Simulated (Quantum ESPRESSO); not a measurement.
# Cost and result for the electronic dielectric constant of KI

Symmetry: Fm-3m, No. 225, cubic system. Conventional cell: a = 7.066 Å, b = 7.066 Å, c = 7.066 Å, α = 90.00°, β = 90.00°, γ = 90.00°. I (site symmetry m-3m) has 6 K at 3.53 Å as nearest neighbours. K (site symmetry m-3m) has 6 I at 3.53 Å as nearest neighbours.

```csv
rung,level,program and potentials,cutoff (eV),k mesh,task,core time,chip,electronic dielectric constant,miss,notes
GGA,PBE,"Quantum ESPRESSO, PseudoDojo 0.4.1 SR PBE standard",1007,"2 × 2 × 2, shifted",phonons,48 s,Intel Xeon 6975P-C Granite Rapids,2.84,+7.2 %,coarse mesh; 8 valence electrons an atom on average
GGA,PBE,"Quantum ESPRESSO, Ansatz NC SR PBE",952,"2 × 2 × 2, shifted",phonons,48 s,Intel Xeon 6975P-C Granite Rapids,2.84,+7.2 %,coarse mesh; 8 valence electrons an atom on average
GGA,PBE,"Quantum ESPRESSO, SG15 PBE 1.2",1020,"2 × 2 × 2, shifted",phonons,68 s,Intel Xeon 6975P-C Granite Rapids,2.83,+6.8 %,coarse mesh; 13 valence electrons an atom on average
GGA,BLYP,"Quantum ESPRESSO, PseudoDojo 0.4.1 SR PBE standard",1007,"2 × 2 × 2, shifted",phonons,84 s,Intel Xeon 6975P-C Granite Rapids,2.66,+0.4 %,coarse mesh; potentials made for PBE; 8 valence electrons an atom on average; cell relaxed first (49.19 Å³/atom)
GGA,PBE,"Quantum ESPRESSO, GBRV 1.5 PBE",612,"2 × 2 × 2, shifted",phonons,89 s,Intel Xeon 6975P-C Granite Rapids,2.84,+7.2 %,coarse mesh; 8 valence electrons an atom on average
GGA,PBEsol,"Quantum ESPRESSO, PseudoDojo 0.4.1 SR PBEsol standard",1007,"6 × 6 × 6, shifted",dielectric tensor,3.3 min,Intel Xeon 6975P-C Granite Rapids,(a),?,8 valence electrons an atom on average
GGA,PBE,"Quantum ESPRESSO, PseudoDojo 0.4.1 SR PBE standard",1007,"6 × 6 × 6, shifted",dielectric tensor,3.5 min,Intel Xeon 6975P-C Granite Rapids,2.88,+8.7 %,8 valence electrons an atom on average
GGA,WC,"Quantum ESPRESSO, PseudoDojo 0.4.1 SR PBE standard",1007,"6 × 6 × 6, shifted",dielectric tensor,3.6 min,Intel Xeon 6975P-C Granite Rapids,2.93,+10.6 %,potentials made for PBE; 8 valence electrons an atom on average
GGA,AM05,"Quantum ESPRESSO, PseudoDojo 0.4.1 SR PBE standard",1007,"6 × 6 × 6, shifted",dielectric tensor,3.9 min,Intel Xeon 6975P-C Granite Rapids,2.88,+8.7 %,potentials made for PBE; 8 valence electrons an atom on average
GGA,BLYP,"Quantum ESPRESSO, PseudoDojo 0.4.1 SR PBE standard",1007,"6 × 6 × 6, shifted",dielectric tensor,4.3 min,Intel Xeon 6975P-C Granite Rapids,2.84,+7.2 %,potentials made for PBE; 8 valence electrons an atom on average
LDA,LDA,"Quantum ESPRESSO, PseudoDojo 0.4.1 SR LDA standard",980,"4 × 4 × 4, shifted",phonons,6.8 min,Intel Xeon Platinum 8259CL Skylake/Cascade Lake,3.12,+17.7 %,8 valence electrons an atom on average; cell relaxed first (39.60 Å³/atom)
GGA,PBE,"Quantum ESPRESSO, SPMS 1.0 PBE",912,"4 × 4 × 4, shifted",phonons,6.9 min,Arm Neoverse V1,2.88,+8.7 %,8 valence electrons an atom on average
non-local van der Waals functional,vdW-DF-cx,"Quantum ESPRESSO, PseudoDojo 0.4.1 SR PBE standard",1007,"2 × 2 × 2, shifted",phonons,8 min,Intel Xeon 6975P-C Granite Rapids,2.85,+7.5 %,coarse mesh; potentials made for PBE; 8 valence electrons an atom on average; cell relaxed first (44.01 Å³/atom)
GGA,PBE,"Quantum ESPRESSO, GBRV 1.5 PBE",612,"4 × 4 × 4, shifted",phonons,8.3 min,Arm Neoverse V1,2.87,+8.3 %,8 valence electrons an atom on average
GGA,PBE,"Quantum ESPRESSO, Ansatz NC SR PBE",952,"4 × 4 × 4, shifted",phonons,9.6 min,Arm Neoverse V1,2.88,+8.7 %,8 valence electrons an atom on average
GGA,PBE,"Quantum ESPRESSO, JTH 2.0 PBE",707,"4 × 4 × 4, shifted",phonons,9.8 min,Arm Neoverse V1,2.80,+5.7 %,8 valence electrons an atom on average; cell relaxed first (46.40 Å³/atom)
GGA,PBE,"Quantum ESPRESSO, PseudoDojo 0.4.1 SR PBE standard",1007,"4 × 4 × 4, shifted",phonons,9.9 min,Arm Neoverse V1,2.87,+8.3 %,8 valence electrons an atom on average
GGA,PBE,"Quantum ESPRESSO, SSSP 1.3 efficiency PBE",816,"4 × 4 × 4, shifted",phonons,11 min,Arm Neoverse V1,2.88,+8.7 %,8 valence electrons an atom on average
```

Times are single runs on shared hosts and different chips, so they are rough; meshes, cutoffs and the tasks' sizes weigh on the time. All rows: no spin polarisation. The cell comes from a database and isn't always the measured one. Meshes differ between rows, which moves values too. All levels ran on this one cell, unrelaxed unless noted. Meshes are those of the run's cell of 2 atoms unless a note names another. Misses use the values as printed. Runs on faulty files, with rough fits or with known faults for this quantity aren't shown. No row holds spin-orbit coupling.

Measured: 2.65 (a printed reference work). The runs are for a static lattice.

Task: Estimate the value left out from the other rows.

Result: (a) 2.91, miss +9.8 %.
